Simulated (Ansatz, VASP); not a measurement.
# One calculation of MgO, two programs

```
CELL_PARAMETERS angstrom
3.46351 0.00000 0.00000
-1.73175 2.99949 0.00000
0.00000 0.00000 4.02529
ATOMIC_POSITIONS crystal
Mg 0.66667 0.33333 0.75000
Mg 0.33333 0.66667 0.25000
O 0.66667 0.33333 0.25000
O 0.33333 0.66667 0.75000
```

Alike in both runs: task single point; functional PBE; k mesh 9 × 9 × 6; occupations gaussian, width 0.02 eV; no spin polarisation.

|  | VASP | Ansatz |
| --- | --- | --- |
| version | VASP 6.6.1 | Ansatz 0.2.0 |
| potentials or method | VASP PAW PBE potentials, release 64 (Mg, O) | scalar-relativistic, plane waves, PAW |
| plane-wave cutoff (eV) | 520 | 420 |
| valence electrons in the cell | 16 | 32 |

|  | VASP | Ansatz | Ansatz less VASP |
| --- | --- | --- | --- |
| gap on the k mesh at the Fermi level (eV) | 3.72 | 3.74 | +0.017 |
| least direct gap on the mesh (eV) | 3.72 | 3.74 | +0.017 |
| pressure (GPa) | 12.6 | 13.1 | +0.45 |
| largest component of the traceless stress (GPa) | 6.44 | 6.49 | +0.057 |

With one functional, cell and mesh, what is left measures potentials, basis and numerics. The two sets of potentials don't hold the same shells in valence.
